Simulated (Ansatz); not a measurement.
## Axial (c/a) deformation path in BN

Level of theory: Ansatz, DFT PBEsol, scalar-relativistic, plane waves, PAW. The runs took a 420 eV cutoff, a Γ-centred 12×12×4 mesh and Gaussian smearing (0.05 eV). No spin polarisation. Energies are free energies at this smearing, counted from the undisturbed cell; pressure is positive in compression.

The undisturbed cell (as given, not relaxed at this level; it stands at 0.4 GPa):

```
CELL_PARAMETERS angstrom
2.50399 0.00000 0.00000
-1.25200 2.16852 0.00000
0.00000 0.00000 6.66120
ATOMIC_POSITIONS crystal
B 0.33333 0.66667 0.25000
B 0.66667 0.33333 0.75000
N 0.33333 0.66667 0.75000
N 0.66667 0.33333 0.25000
```

The cell holds layers and no dispersion correction was added, so their binding is poorly described.

At fixed volume and fractional coordinates, lengths along (0.000, 0.000, 1.000) are scaled against those across it; ρ is that ratio over its starting value.

```tsv
ρ	ΔE (meV/atom)	pressure (GPa)	gap on the mesh (eV)
0.800	316.5	-41.5	3.50
0.850	174.5	-32.1	3.77
0.920	48.6	-17.7	3.92
0.960	?	?	4.05
1.000	0.0	0.4	4.19
1.050	15.9	12.4	4.31
1.100	64.0	24.7	4.45
1.200	?	50.3	?
1.300	534.4	76.7	4.07
```

Give the withheld values.

ΔE (meV/atom) at ρ = 0.960: 12.3; pressure (GPa) at ρ = 0.960: -8.8; ΔE (meV/atom) at ρ = 1.200: 247.6; gap on the mesh (eV) at ρ = 1.200: 4.33.